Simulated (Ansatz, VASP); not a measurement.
# GaP in VASP and in Ansatz

Contents of INCAR:

```
SYSTEM = GaP
  ALGO = Normal
  EDIFF = 1E-7
  ENCUT = 520
  GGA = PS
  ISIF = 2
  ISMEAR = 0
  LASPH = .TRUE.
  LCHARG = .FALSE.
  LREAL = .FALSE.
  LWAVE = .FALSE.
  NBANDS = 16
  NELM = 100
  PREC = Accurate
  SIGMA = 0.05
```

KPOINTS

```
k-points
0
G
  10 10 10
  0 0 0
```

File POSCAR:

```
GaP
1.0
    0.0000000000      2.7182529254      2.6465319107
    2.6465319107      0.0000000000      2.6465319107
    2.6465319107      2.7182529254      0.0000000000
Ga P
1 1
Direct
    0.0000000000      0.0000000000      0.0000000000
    0.7500000000      0.7500000000      0.7500000000
```

Input for Ansatz:

```yaml
crystal:
  lattice:
    - [0.0, 2.7182529254, 2.6465319107]
    - [2.6465319107, 0.0, 2.6465319107]
    - [2.6465319107, 2.7182529254, 0.0]
  atoms:
    - { symbol: Ga, position: [0.0, 0.0, 0.0] }
    - { symbol: P, position: [0.75, 0.75, 0.75] }
basis:
  ecutwfc: 420
kpoints:
  mp_grid: { grid: [10, 10, 10] }
hamiltonian:
  xc: pbesol
  pseudopotentials: { kind: paw, azcp: { folder: soft_1 } }
scf:
  occupations: { method: gaussian, width: 0.05 }
output:
  forces: true
  stress: true
  eigenvalues: true
```

Alike in both runs: task single point; functional PBEsol; k mesh 10 × 10 × 10; occupations gaussian, width 0.05 eV; no spin polarisation.

```csv
,VASP,Ansatz
version,VASP 6.6.1,Ansatz 0.2.0
potentials or method,"VASP PAW PBE potentials, release 64 (Ga_d, P)","scalar-relativistic, plane waves, PAW"
plane-wave cutoff (eV),520,420
valence electrons in the cell,18,18
```

```tsv
	VASP	Ansatz	Ansatz less VASP
gap on the k mesh at the Fermi level (eV)	1.24	1.24	-0.002
least direct gap on the mesh (eV)	2.20	2.19	-0.009
pressure (GPa)	5.1	5.2	+0.12
largest component of the traceless stress (GPa)	1.41	1.40	-0.006
```

Ansatz warned: «pseudo_functional_mismatch».

Caveats: the PAW data sets were made with another functional, which shifts forces and pressure a little (VASP). A k mesh can miss the band edges.
